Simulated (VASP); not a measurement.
# K (Im-3m) in VASP: further runs, part 2 of 2

VASP 6.6.1.

## (5) Relaxation of cell and atoms, PBEsol

Input file INCAR:

```
SYSTEM = K
PREC = Accurate
ENCUT = 480
EDIFF = 1E-7
ISMEAR = 0
SIGMA = 0.1
LREAL = .False.
LASPH = .True.
NELM = 100
ALGO = Normal
ISIF = 3
LWAVE = .False.
LCHARG = .False.
GGA = PS
IBRION = 2
NSW = 90
EDIFFG = -0.005
```

Input file KPOINTS:

```
Automatic mesh
0
Gamma
  12 12 12
  0 0 0
```

Input file POSCAR:

```
K
1.0
   -2.6180000000      2.6180000000      2.6180000000
    2.6180000000     -2.6180000000      2.6180000000
    2.6180000000      2.6180000000     -2.6180000000
K
1
Direct
    0.0000000000      0.0000000000      0.0000000000
```

Potentials or basis: VASP PAW PBE potentials, release 64 (K_sv).

The run is started by

```sh
$ cat potpaw_PBE.64/K_sv/POTCAR > POTCAR
$ mpirun -np 1 vasp_std > vasp.out
```

OUTCAR:

```text
SYSTEM = K
   PREC = Accurate
   ENCUT = 480
   EDIFF = 1E-7
   ISMEAR = 0
   LREAL = .False.
   LASPH = .True.
   NELM = 100
   ISIF = 3
   GGA = PS
   IBRION = 2
   NSW = 90
   EDIFFG = -0.005

 ion  position               nearest neighbor table
   1  0.000  0.000  0.000-

  LATTYP: Found a body centered cubic cell.
 ALAT       =     5.2360000000

  Lattice vectors:

 A1 = (  -2.6180000000,   2.6180000000,   2.6180000000)
 A2 = (   2.6180000000,  -2.6180000000,   2.6180000000)
 A3 = (   2.6180000000,   2.6180000000,  -2.6180000000)

Analysis of symmetry for initial positions (statically):
=====================================================================
 Subroutine PRICEL returns:
 Original cell was already a primitive cell.

 Routine SETGRP: Setting up the symmetry group for a
 body centered cubic supercell.

 Subroutine GETGRP returns: Found 48 space group operations
 (whereof 48 operations were pure point group operations)
 out of a pool of 48 trial point group operations.

The static configuration has the point symmetry O_h .

Analysis of symmetry for dynamics (positions and initial velocities):
=====================================================================
 Subroutine PRICEL returns:
 Original cell was already a primitive cell.

 Routine SETGRP: Setting up the symmetry group for a
 body centered cubic supercell.

 Subroutine GETGRP returns: Found 48 space group operations
 (whereof 48 operations were pure point group operations)
 out of a pool of 48 trial point group operations.

The dynamic configuration has the point symmetry O_h .

 Subroutine INISYM returns: Found 48 space group operations
 (whereof 48 operations are pure point group operations),
 and found     1 'primitive' translations
[... 124 lines left out ...]
 conjugate gradient relaxation of ions
 non-spin polarized calculation
 Gauss-broadening in eV      SIGMA  =   0.10
  energy-cutoff  :      480.00
  volume of cell :       71.77
 maximum number of plane-waves:      1737
   NGX = 17   NGY = 17   NGZ = 17

--------------------------------------- Ionic step        1  -------------------------------------------

 number of electron       9.0000002 magnetization

 Free energy of the ion-electron system (eV)
  ---------------------------------------------------
  ext. energy  EPLUGINS =         0.00000000
  ---------------------------------------------------
  free energy    TOTEN  =        -1.13424881 eV

  energy without entropy =       -1.12937738  energy(sigma->0) =       -1.13181310

------------------------ aborting loop because EDIFF is reached ----------------------------------------

  FORCE on cell =-STRESS in cart. coord.  units (eV):
  Direction    XX          YY          ZZ          XY          YZ          ZX
  --------------------------------------------------------------------------------------
  -------------------------------------------------------------------------------------
  Total       -0.0234058     -0.0234058     -0.0234058     -0.0000000     -0.0000000      0.0000000
  in kB       -0.5224754     -0.5224754     -0.5224754     -0.0000000     -0.0000000      0.0000000
  external PRESSURE =      -0.5224754 kB  Pullay stress =       0.0000000 kB
[... 92 lines left out ...]
--------------------------------------- Ionic step        4  -------------------------------------------

 number of electron       9.0000003 magnetization

 Free energy of the ion-electron system (eV)
  ---------------------------------------------------
  ext. energy  EPLUGINS =         0.00000000
  ---------------------------------------------------
  free energy    TOTEN  =        -1.13441815 eV

  energy without entropy =       -1.12956714  energy(sigma->0) =       -1.13199264

 E-fermi :  -0.0973     XC(G=0):  -5.7936

 val. band max:       -0.1180996595   @ k =   0.2500   0.2500   0.0000
 cond. band min:      -0.0516465534   @ k =   0.3333   0.1667   0.0000
 fundamental gap:      0.0664531061
 Fermi energy:        -0.0972891797

 k-point     1 :       0.0000    0.0000    0.0000
  band No.  band energies     occupation
      1     -32.0525      2.00000
      2     -15.5592      2.00000
      3     -15.5592      2.00000
      4     -15.5592      2.00000
      5      -2.2974      2.00000
      6       4.2498      0.00000
      7       4.2498      0.00000
      8       4.2498      0.00000
[... 243 lines left out ...]
 k-point    24 :       0.4167    0.0833    0.0833
  band No.  band energies     occupation
      1     -32.0474      2.00000
      2     -15.6324      2.00000
      3     -15.5885      2.00000
      4     -15.5641      2.00000
      5       0.5382      0.00000
      6       0.7066      0.00000
      7       2.7036      0.00000
      8       4.6380      0.00000

 [... further k-points ...]

------------------------ aborting loop because EDIFF is reached ----------------------------------------

  FORCE on cell =-STRESS in cart. coord.  units (eV):
  Direction    XX          YY          ZZ          XY          YZ          ZX
  --------------------------------------------------------------------------------------
  -------------------------------------------------------------------------------------
  Total       -0.0000525     -0.0000525     -0.0000525     -0.0000000      0.0000000     -0.0000000
  in kB       -0.0011878     -0.0011878     -0.0011878     -0.0000000      0.0000000     -0.0000000
  external PRESSURE =      -0.0011878 kB  Pullay stress =       0.0000000 kB
[... 16 lines left out ...]
  FREE ENERGIE OF THE ION-ELECTRON SYSTEM (eV)
  ---------------------------------------------------
  free  energy   TOTEN  =        -1.1344181529 eV

  energy  without entropy=       -1.1295671366  energy(sigma->0) =       -1.13199264

 reached required accuracy - stopping structural energy minimisation
```

OSZICAR:

```text
N       E                     dE             d eps       ncg     rms          rms(c)
DAV:   1     0.444339110740E+02    0.44434E+02   -0.35756E+03  1152   0.816E+02
DAV:   2     0.200560215454E+00   -0.44233E+02   -0.43919E+02  1160   0.207E+02
DAV:   3    -0.109959981396E+01   -0.13002E+01   -0.12952E+01  1840   0.333E+01
[... 34 lines left out ...]
DAV:   4    -0.113441167993E+01   -0.15969E-04   -0.49538E-05  1888   0.581E-02    0.188E-02
DAV:   5    -0.113441739365E+01   -0.57137E-05   -0.31384E-05  1760   0.381E-02    0.531E-03
DAV:   6    -0.113441801615E+01   -0.62249E-06   -0.67743E-07  1800   0.762E-03    0.151E-03
DAV:   7    -0.113441815116E+01   -0.13501E-06   -0.18882E-08   768   0.136E-03    0.320E-04
DAV:   8    -0.113441815294E+01   -0.17818E-08   -0.63770E-09   664   0.671E-04
   4 F= -.11344182E+01 E0= -.11319926E+01  d E =-.169340E-03
```

CONTCAR:

```text
K
   1.00000000000000
    -2.6056141135247972    2.6056141135247972    2.6056141135247972
     2.6056141135247972   -2.6056141135247972    2.6056141135247972
     2.6056141135247972    2.6056141135247972   -2.6056141135247972
  K
     1
Direct
     1.0000000000000000    1.0000000000000000    0.0000000000000000

  0.00000000E+00  0.00000000E+00  0.00000000E+00
```

Wall time 48 s (1 thread of AMD EPYC 9R45 (Zen 5), shared host); peak memory 0.17 GiB.

Results:

```yaml
Free_energy: -1.1344 eV
Relaxed_volume: 70.76 Å³/atom
Relaxed_cell: a = 4.513 Å, b = 4.513 Å, c = 4.513 Å, α = 109.47°, β = 109.47°, γ = 109.47°
Space_group_after_relaxing_to_0.05_Å: Im-3m (No. 229)
Energy_gained_by_relaxing: 0.2 meV/atom
Ionic_steps: 4
Pressure_after_relaxing: 0.0 GPa
Band_gap_on_the_k_mesh: none (metal or under the smearing width)
```

The path:
| step | energy change (eV) | largest force (eV/Å) | pressure (GPa) | volume (Å³) |
| --- | --- | --- | --- | --- |
| 1 | 0.0000 | 0.0000 | -0.05 | 71.77 |
| 2 | -0.0001 | 0.0000 | -0.04 | 71.53 |
| 3 | -0.0002 | 0.0000 | -0.01 | 71.00 |
| 4 | -0.0002 | 0.0000 | 0.00 | 70.76 |

Final structure:
```
CELL_PARAMETERS angstrom
-2.60561 2.60561 2.60561
2.60561 -2.60561 2.60561
2.60561 2.60561 -2.60561
ATOMIC_POSITIONS crystal
K 0.00000 0.00000 0.00000
```

Caveat: the PAW data sets were made with another functional, which shifts forces and pressure a little.

## (6) Relaxation of cell and atoms, RPBE

Edit INCAR of step 5 so:

```diff
@@ -2,3 +2,3 @@
 PREC = Accurate
-ENCUT = 480
+ENCUT = 600
 EDIFF = 1E-7
@@ -13,3 +13,3 @@
 LCHARG = .False.
-GGA = PS
+GGA = RP
 IBRION = 2
```

KPOINTS is that of step 5.

POSCAR is that of step 5.

Potentials or basis: VASP PAW PBE potentials, release 64 (K_sv).

The run is started by

```sh
$ cat potpaw_PBE.64/K_sv/POTCAR > POTCAR
$ mpirun -np 1 vasp_std > vasp.out
```

Wall time 80 s (1 thread of AMD EPYC 9R45 (Zen 5), shared host); peak memory 0.21 GiB.

The run converged. Its results:

```yaml
Free_energy: -0.9404 eV
Relaxed_volume: 80.27 Å³/atom
Relaxed_cell: a = 4.707 Å, b = 4.707 Å, c = 4.707 Å, α = 109.47°, β = 109.47°, γ = 109.47°
Space_group_after_relaxing_to_0.05_Å: Im-3m (No. 229)
Energy_gained_by_relaxing: 10.8 meV/atom
Ionic_steps: 4
Pressure_after_relaxing: 0.0 GPa
Band_gap_on_the_k_mesh: none (metal or under the smearing width)
```

The path:
```tsv
step	energy change (eV)	largest force (eV/Å)	pressure (GPa)	volume (Å³)
1	0.0000	0.0000	0.44	71.77
2	-0.0049	0.0000	0.31	73.85
3	-0.0107	0.0000	0.03	79.64
4	-0.0108	0.0000	0.00	80.27
```

Final structure:
```yaml
crystal:
  lattice:
    - [-2.71745, 2.71745, 2.71745]
    - [2.71745, -2.71745, 2.71745]
    - [2.71745, 2.71745, -2.71745]
  atoms:
    - { symbol: K, position: [0.00000, 0.00000, 0.00000] }
```

Levels at points of the mesh, in eV from the Fermi level:
```tsv
k point	band 2	band 3	band 4	band 5	band 6	band 7
(0.00, 0.00, 0.00)	-15.70	-15.70	-15.70	-2.02	4.27	4.27
(0.50, 0.00, 0.00)	-15.75	-15.72	-15.70	0.48	0.63	3.17
(0.50, 0.50, 0.50)	-15.74	-15.74	-15.74	1.70	1.70	3.28
```

Caveat: the PAW data sets were made with another functional, which shifts forces and pressure a little; the volume moved by +12 % from the deposited cell, more than functionals usually miss. RPBE and its kin give volumes clearly too large for solids.

## (7) Summary

| task | level | potentials or basis | cell | k mesh | cutoff (eV) | mesh quality | gap on the mesh (eV) | pressure (GPa) | relaxed volume (Å³/atom) |
| --- | --- | --- | --- | --- | --- | --- | --- | --- | --- |
| relaxation of cell and atoms | PBEsol | VASP PAW PBE potentials, release 64 (K_sv) | relaxed | 4 × 4 × 4 | 600 | coarse | none | 0.0 | 72.77 |
| single point | PBEsol | VASP PAW PBE potentials, release 64 (K_sv) | as given | 12 × 12 × 12 | 520 | not flagged | none | 0.0 | - |
| relaxation of cell and atoms | PBEsol | VASP PAW PBE potentials, release 64 (K_pv) | relaxed | 12 × 12 × 12 | 580 | not flagged | none | 0.0 | 71.14 |
| relaxation of cell and atoms | PBEsol | VASP PAW PBE potentials, release 64 (K_sv) | relaxed | 12 × 12 × 12 | 480 | not flagged | none | 0.0 | 70.76 |
| relaxation of cell and atoms | RPBE | VASP PAW PBE potentials, release 64 (K_sv) | relaxed | 12 × 12 × 12 | 600 | not flagged | none | 0.0 | 80.27 |

Alike in all rows: no spin polarisation; smearing gaussian 0.1 eV.

Caveats: some runs use coarse meshes; the PAW data sets were made with another functional, which shifts forces and pressure a little; the volume moved by +12 % from the deposited cell, more than functionals usually miss (some runs).

Total energies depend on the potentials used, so only differences within one code and one set of settings carry meaning.
